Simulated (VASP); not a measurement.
## VASP 6.6.1 run: GaN

INCAR

```
LREAL = .FALSE.
ENCUT = 520
PREC = Accurate
SIGMA = 0.5
IBRION = -1
NSW = 0
NELM = 120
EDIFF = 1E-7
NBANDS = 26
LWAVE = .FALSE.
ISIF = 2
LCHARG = .FALSE.
ISMEAR = 0
LASPH = .TRUE.
GGA = PE
```

KPOINTS

```
KPOINTS created by Atomic Simulation Environment
0
Gamma
12 12 6
0 0 0
```

POSCAR

```
Ga N
 1.0000000000000000
     3.3712737214827349    0.0000000000288674    0.0000000000000000
    -1.6856368607663674    2.9196086859005188    0.0000000000000000
     0.0000000000000000    0.0000000000000000    5.0401628547000001
 Ga  N
   2   2
Cartesian
 -0.0000000000166664  1.9464057906099683 -0.0354386205149122
  1.6856368607330345  0.9732028953194178  2.4846428068350881
 -0.0000000000166664  1.9464057906099683  1.9254996910274125
  1.6856368607330345  0.9732028953194178  4.4455811183774134
```

The recommended PBE PAW datasets give the neutral cell 36 valence electrons.

Command

```
mpirun -np 1 vasp_std
```

OSZICAR

```
N       E                     dE             d eps       ncg     rms          rms(c)
DAV:   1     0.280408996894E+03    0.28041E+03   -0.17577E+04  4242   0.250E+03
DAV:   2     0.938946882990E+01   -0.27102E+03   -0.25651E+03  4296   0.484E+02
DAV:   3    -0.265497131384E+02   -0.35939E+02   -0.35321E+02  4730   0.142E+02
DAV:   4    -0.278639307635E+02   -0.13142E+01   -0.13069E+01  4696   0.291E+01
DAV:   5    -0.278934153797E+02   -0.29485E-01   -0.29451E-01  4822   0.418E+00    0.106E+01
DAV:   6    -0.240265532533E+02    0.38669E+01   -0.10013E+01  6536   0.464E+01    0.313E+00
DAV:   7    -0.240992523262E+02   -0.72699E-01   -0.12490E+00  4232   0.910E+00    0.262E+00
DAV:   8    -0.240943307397E+02    0.49216E-02   -0.18319E-01  6370   0.442E+00    0.985E-01
DAV:   9    -0.240786705396E+02    0.15660E-01   -0.42473E-02  6036   0.328E+00    0.424E-01
DAV:  10    -0.240792386200E+02   -0.56808E-03   -0.81134E-03  4148   0.514E-01    0.125E-01
DAV:  11    -0.240792431625E+02   -0.45425E-05   -0.21685E-04  6098   0.289E-01    0.696E-02
DAV:  12    -0.240792382427E+02    0.49198E-05   -0.41428E-05  4266   0.486E-02    0.576E-02
DAV:  13    -0.240792359633E+02    0.22794E-05   -0.71503E-06  4652   0.236E-02    0.173E-02
DAV:  14    -0.240792346982E+02    0.12652E-05   -0.28220E-05  6050   0.705E-02    0.189E-02
DAV:  15    -0.240792348284E+02   -0.13026E-06   -0.37041E-06  4552   0.152E-02    0.743E-03
DAV:  16    -0.240792351835E+02   -0.35512E-06   -0.76016E-07  4580   0.586E-03    0.534E-03
DAV:  17    -0.240792350279E+02    0.15558E-06   -0.65177E-08  2138   0.247E-03    0.103E-03
DAV:  18    -0.240792349999E+02    0.28075E-07   -0.23645E-08  2104   0.117E-03
   1 F= -.24079235E+02 E0= -.24078963E+02  d E =-.544495E-03
```

Standard output (part)

```
POSCAR found type information on POSCAR GaN
 POSCAR found :  2 types and       4 ions
 LDA part: xc-table for (Slater+PW92), standard interpolation
 POSCAR, INCAR and KPOINTS ok, starting setup
 WAVECAR not read
 entering main loop
```

From OUTCAR

```
k-points           NKPTS =     76   k-points in BZ     NKDIM =     76   number of bands    NBANDS=     26

   NELECT =      36.0000    total number of electrons

   dimension x,y,z NGX =    28 NGY =   28 NGZ =   40
   dimension x,y,z NGXF=    56 NGYF=   56 NGZF=   80

  energy-cutoff  :      520.00
  volume of cell :       49.61
      direct lattice vectors                 reciprocal lattice vectors
     3.371273721  0.000000000  0.000000000     0.296623793  0.171255827  0.000000000
    -1.685636861  2.919608686  0.000000000    -0.000000000  0.342511654  0.000000000
     0.000000000  0.000000000  5.040162855     0.000000000  0.000000000  0.198406287

 k-points in reciprocal lattice and weights: KPOINTS created by Atomic Simulation Env
   0.00000000  0.00000000  0.00000000       0.001
   0.08333333  0.00000000  0.00000000       0.007
   0.16666667  0.00000000  0.00000000       0.007
   0.25000000  0.00000000  0.00000000       0.007
   0.33333333  0.00000000  0.00000000       0.007
   0.41666667 -0.00000000  0.00000000       0.007
   0.50000000  0.00000000  0.00000000       0.003
   0.08333333  0.08333333  0.00000000       0.007
   ...

 E-fermi :   5.4324

 k-point     1 :       0.0000    0.0000    0.0000
  band No.  band energies     occupation
      1     -10.8454      2.00000
      2     -10.1973      2.00000
      3      -8.9305      2.00000
      4      -8.9305      2.00000
      5      -8.9255      2.00000
      6      -8.8761      2.00000
      7      -8.8761      2.00000
      8      -8.7633      2.00000
      9      -8.7633      2.00000
     10      -8.6621      2.00000
     11      -8.6621      2.00000
     12      -7.0445      2.00000
     13      -1.7616      2.00000
     14       3.1831      2.00000
     15       3.1831      2.00000
     16       4.3667      1.99742
     17       4.3667      1.99742
     18       4.6578      1.97154
     19       5.8359      0.25382
     20       7.3367      0.00000
     21      13.2312      0.00000
     22      13.2312      0.00000
     23      13.8222      0.00000
     24      15.1430      0.00000
     25      15.1430      0.00000
     26      16.1410      0.00000

 k-point     2 :       0.0833    0.0000    0.0000
  band No.  band energies     occupation
      1     -10.7935      2.00000
      2     -10.1881      2.00000
      3      -8.9242      2.00000
      4      -8.9206      2.00000
      5      -8.9062      2.00000
      6      -8.8700      2.00000
      7      -8.8667      2.00000
      8      -8.7665      2.00000
      9      -8.7635      2.00000
     10      -8.6693      2.00000
     11      -8.6604      2.00000
     12      -7.0111      2.00000
     13      -1.6792      2.00000
     14       2.6986      2.00000
     15       3.0525      2.00000
     16       3.7119      2.00000
     17       4.3219      1.99832
     18       4.5797      1.98412
     19       6.4841      0.00293
     20       7.7758      0.00000
     21      12.7655      0.00000
     22      13.4212      0.00000
     23      13.6832      0.00000
     24      14.8809      0.00000
     25      15.2993      0.00000
     26      16.0735      0.00000

 ...

  Total       -4.4608705     -4.4608705      1.7725594      0.0000000     -0.0000000      0.0000000
  in kB     -144.0678135   -144.0678135     57.2463963      0.0000000     -0.0000000      0.0000000
  external PRESSURE =     -76.9630769 kB  Pullay stress =       0.0000000 kB

 POSITION                                       TOTAL-FORCE (eV/Angst)
 -----------------------------------------------------------------------------------
     -0.00000      1.94641      5.00472        -0.000000      0.000000     -0.051143
      1.68564      0.97320      2.48464         0.000000     -0.000000     -0.051143
     -0.00000      1.94641      1.92550         0.000000     -0.000000      0.051143
      1.68564      0.97320      4.44558        -0.000000      0.000000      0.051143
 -----------------------------------------------------------------------------------
    total drift:                               -0.000000     -0.000000     -0.000750

  FREE ENERGIE OF THE ION-ELECTRON SYSTEM (eV)
  ---------------------------------------------------
  free  energy   TOTEN  =       -24.0792349999 eV

  energy  without entropy=      -24.0786905049  energy(sigma->0) =      -24.07896275
```

It converged. Results: gap between bands v and c on the k mesh 1.18 eV; least direct gap on the k mesh 1.18 eV; pressure -7.7 GPa; largest force 0.05 eV/Å. Band v is the last that the valence electrons fill when counted band by band, and c is the next.

For comparison, a separate PBE run of the intended cell, on usual settings and not on those above, gives a gap of 1.18 eV on its mesh and a pressure of -7.7 GPa.

The run above took about 2.5 min on one core of a shared host (Intel Xeon Platinum 8488C) and held 0.23 GiB at most.
